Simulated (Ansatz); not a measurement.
# Si: the cost of one run

Computed with Ansatz 0.2.0 (DFT PBE, scalar-relativistic, plane waves, PAW, unless a step's input says otherwise).

**1. The structure to begin with**

Symmetry: C2/c, No. 15, monoclinic system. The conventional cell has a = 5.106 Å, b = 3.800 Å, c = 5.783 Å, α = 90.00°, β = 109.19°, γ = 90.00°. Si (site symmetry 1) has 5 Si at 2.28 to 2.29 Å as nearest neighbours.

As a file:

```
CELL_PARAMETERS angstrom
2.55311 -1.89996 0.00000
2.55311 1.89996 0.00000
-1.90101 0.00000 5.46198
ATOMIC_POSITIONS crystal
Si 0.17761 0.50989 0.85353
Si 0.49011 0.82239 0.64647
Si 0.82239 0.49011 0.14647
Si 0.50989 0.17761 0.35353
```

The cell is invented: 5-connected net of one element (C2/c, No. 15). Its size is a rough estimate.

**2. The guess as it stands, on a coarse mesh**

input.yaml reads:

```yaml
crystal:
  lattice:
    - [2.55311068, -1.89995512, 0.0]
    - [2.55311068, 1.89995512, 0.0]
    - [-1.90100783, 0.0, 5.4619761]
  atoms:
    - { symbol: Si, position: [0.17761489, 0.50989065, 0.85353333] }
    - { symbol: Si, position: [0.49010935, 0.82238511, 0.64646667] }
    - { symbol: Si, position: [0.82238511, 0.49010935, 0.14646667] }
    - { symbol: Si, position: [0.50989065, 0.17761489, 0.35353333] }
basis:
  ecutwfc: 420
kpoints:
  mp_grid: { grid: [6, 6, 4] }
hamiltonian:
  xc: pbe
scf:
  occupations: { method: gaussian, width: 0.1 }
  lower_state_search: "off"
output:
  forces: true
  stress: true
  eigenvalues: true
```

Started as:

```sh
$ ansatz run input.yaml --threads 1 --pin off --max-ram 2560MiB --backend cpu --events-out ev --progress --plain --runs-dir out
```

Q: Estimate wall time and peak memory on 1 thread of Arm Neoverse V1, shared host.

About 1.9 s, with a peak of 0.3 GiB.
